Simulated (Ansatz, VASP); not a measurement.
**Two plane-wave programs on WC**

Contents of INCAR:

```
SYSTEM = WC
ALGO = Normal
EDIFF = 1E-7
ENCUT = 520
GGA = PS
ISIF = 2
ISMEAR = 0
LASPH = .TRUE.
LCHARG = .FALSE.
LREAL = .FALSE.
LWAVE = .FALSE.
NBANDS = 16
NELM = 100
PREC = Accurate
SIGMA = 0.15
```

File KPOINTS:

```
k-points
0
G
  21 21 18
  0 0 0
```

File POSCAR:

```
WC
1.0
    3.1244704561      0.0000000000      0.0000000000
   -1.5622352281      2.7058707884      0.0000000000
    0.0000000000      0.0000000000      2.4379582952
W C
1 1
Direct
    0.0000000000      0.0000000000      0.0000000000
    0.6666666667      0.3333333333      0.5000000000
```

Input for Ansatz:

```yaml
crystal:
  lattice:
    - [3.1244704561, 0.0, 0.0]
    - [-1.5622352281, 2.7058707884, 0.0]
    - [0.0, 0.0, 2.4379582952]
  atoms:
    - { symbol: W, position: [0.0, 0.0, 0.0] }
    - { symbol: C, position: [0.6666666667, 0.3333333333, 0.5] }
basis:
  ecutwfc: 420
kpoints:
  mp_grid: { grid: [21, 21, 18] }
hamiltonian:
  xc: pbesol
scf:
  occupations: { method: gaussian, width: 0.15 }
output:
  forces: true
  stress: true
  eigenvalues: true
```

Alike in both runs: task single point; functional PBEsol; k mesh 21 × 21 × 18; occupations gaussian, width 0.15 eV; no spin polarisation.

|  | VASP | Ansatz |
| --- | --- | --- |
| version | VASP 6.6.1 | Ansatz 0.2.0 |
| potentials or method | VASP PAW PBE potentials, release 64 (W_sv, C) | scalar-relativistic, plane waves, PAW |
| plane-wave cutoff (eV) | 520 | 420 |
| valence electrons in the cell | 18 | 18 |

Ansatz gave:

```
gap on the k mesh at the Fermi level (eV)       : none
pressure (GPa)                                  : 25.6
largest component of the traceless stress (GPa) : 113.17
```

Q: Which values does VASP return?

A: gap on the k mesh at the Fermi level (eV): none; pressure (GPa): 27.5; largest component of the traceless stress (GPa): 114.43.

A gap of «none» marks a metal or a gap that the smearing closes. With one functional, cell and mesh, what is left measures potentials, basis and numerics.

Caveats: so large a pressure means that the cell lies far from this level's equilibrium, or that cutoff or potentials fall short (VASP); the potentials were made for another functional, which shifts forces and pressure (VASP). Spin-orbit coupling is left out, which matters for the levels of W.
